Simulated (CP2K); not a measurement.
Runs of CP2K 2026.2 on Rh. It takes space group Fm-3m (No. 225, cubic). Conventional cell: a = 3.796 Å, b = 3.796 Å, c = 3.796 Å, α = 90.00°, β = 90.00°, γ = 90.00°. Rh (site symmetry m-3m) has 12 Rh at 2.68 Å as nearest neighbours. 

| level | cutoff of the non-local correlation (Ry) | gap on the mesh (eV) | pressure (GPa) |
| --- | --- | --- | --- |
| PBEsol | - | none | -1.2 |
| LDA | - | none | -7.0 |
| vdW-DF2 | 300 | none | 33.1 |
| PW91 | - | none | 10.4 |
| AM05 | - | none | (a) |
| M06-L | - | none | (b) |
| PBE | - | none | 9.7 |

Alike in all rows: task band structure; potentials or basis POTENTIAL_UZH Rh GTH-PBE-q17; TZVP-MOLOPT-PBE-GTH basis; no spin polarisation; cell as given; k mesh 12 × 12 × 12; smearing fermi-dirac 0.05 eV.

Task: Fill in the values left out.

Result: (a) -3.1; (b) 5.3.

Caveats: the basis of atomic orbitals isn't converged, which shifts pressures, moduli and gaps; the potentials were made for another functional, which shifts forces and pressure (some runs); a pressure of tens of GPa on the cell as given is suspect, and the run, the potentials or the cell itself is likely at fault (some runs).

A k mesh can miss the band edges, and the runs leave out spin-orbit coupling on Rh.

A gap of «none» marks a metal or a gap under the smearing width.
